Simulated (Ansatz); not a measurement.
HgTe, DFT, PBEsol, PAW with Ansatz's default frozen-core files, scalar-relativistic (Ansatz 0.2.0), run on 1 thread of Arm Neoverse V1 on a shared host.

The geometry is COD entry 1538296, unchecked; take it as a test cell. The listed cell was then made from it by scaling, straining or moving an atom.

Command: `ansatz run input.yaml --threads 1 --pin off --max-ram 3072MiB --backend cpu --events-out ev --progress --plain --runs-dir out`

```yaml
crystal:
  lattice:
    - [0.0, 2.9018920266, 2.9018920266]
    - [2.9018920266, 0.0, 2.9018920266]
    - [2.9018920266, 2.9018920266, 0.0]
  atoms:
    - { symbol: Hg, position: [0.0, 0.0, 0.0] }
    - { symbol: Te, position: [0.5, 0.5, 0.5] }
kpoints:
  mp_grid: { grid: [12, 12, 12] }
scf:
  occupations: { method: fermi_dirac, width: 0.08 }
hamiltonian:
  xc: pbesol
  pseudopotentials: { kind: paw }
output:
  forces: true
  stress: true
  eigenvalues: true
  efg: { contact_densities: true }
  write_density: true
  write_potential: true
  elf: true
  volumetric_format: npy
```

(1) How large is the problem that the program sets up?

(2) About how long does it take, and how much memory does it use?

(3) And the same cell and mesh by all-electron PAW (datasets made for this crystal), asked for forces, stress, eigenvalues, efg, on the same hardware?

## Answers

(1) 72 irreducible k-points, 941 plane waves at Γ, 22 bands.

(2) 8.9 s of wall time for 7 SCF iterations, with a peak of 0.44 GiB. Times on shared machines scatter by tens of per cent.

(3) 10 s, peak memory 0.5 GiB.
